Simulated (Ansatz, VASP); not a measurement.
One calculation of Sb, two programs

INCAR

```
ALGO     = Normal         # electronic algorithm
EDIFF    = 1E-6           # SCF threshold, eV
ENCUT    = 520            # plane-wave cutoff, eV
GGA      = RE             # functional
ISIF     = 2              # what is computed and relaxed
ISMEAR   = -1             # smearing method
LASPH    = True           # aspherical terms in the spheres
LCHARG   = False          # write CHGCAR
LREAL    = False          # projectors in reciprocal space
LWAVE    = False          # write WAVECAR
NBANDS   = 12             # bands
NELM     = 80             # most SCF steps
PREC     = Accurate       # precision mode
SIGMA    = 0.1            # smearing width, eV
```

Contents of KPOINTS:

```
k-points
0
Gamma
  12 12 7
```

The input POSCAR:

```
Sb
1.0
    3.3401774446      0.0000000000      0.0000000000
   -1.6700887223      2.8926785201      0.0000000000
    0.0000000000      0.0000000000      5.5333610927
Sb
2
Direct
    0.3333333333      0.6666666667      0.2500000000
    0.6666666667      0.3333333333      0.7500000000
```

Input for Ansatz:

```yaml
crystal:
  lattice:
    - [3.3401774446, 0.0, 0.0]
    - [-1.6700887223, 2.8926785201, 0.0]
    - [0.0, 0.0, 5.5333610927]
  atoms:
    - { symbol: Sb, position: [0.3333333333, 0.6666666667, 0.25] }
    - { symbol: Sb, position: [0.6666666667, 0.3333333333, 0.75] }
hamiltonian:
  xc: revpbe
  pseudopotentials:
    kind: paw
    azcp:
      Sb: "pseudopotentials/Sb.paw.azcp"
basis:
  ecutwfc: 420
  fft_grid_basis: typed
kpoints:
  mp_grid: { grid: [12, 12, 7], shift: [0, 0, 0] }
magnetization:
  spin_polarized: false
scf:
  occupations: { method: fermi_dirac, width: 0.1 }
  lower_state_search: "off"
output:
  stress: true
```

Alike in both runs: task single point; functional revPBE; k mesh 12 × 12 × 7; occupations fermi-dirac, width 0.1 eV; no spin polarisation.

```csv
,VASP,Ansatz
version,VASP 6.6.1,Ansatz 0.2.0
potentials or method,"VASP PAW PBE potentials, release 64 (Sb)","plane waves (420 eV) with PAW, scalar-relativistic"
plane-wave cutoff (eV),520,420
valence electrons in the cell,10,30
```

Ansatz gave:

| Quantity | Value |
| --- | --- |
| pressure (GPa) | 2.7 |
| largest component of the traceless stress (GPa) | 0.49 |

Q: Which values does VASP return?

A: Pressure (GPa): 2.5; largest component of the traceless stress (GPa): 0.50.

The two sets of potentials don't hold the same shells in valence.

Caveats: the PAW data sets were made with another functional, which shifts forces and pressure a little (VASP). The runs have no spin-orbit coupling, so splittings on Sb are missing.
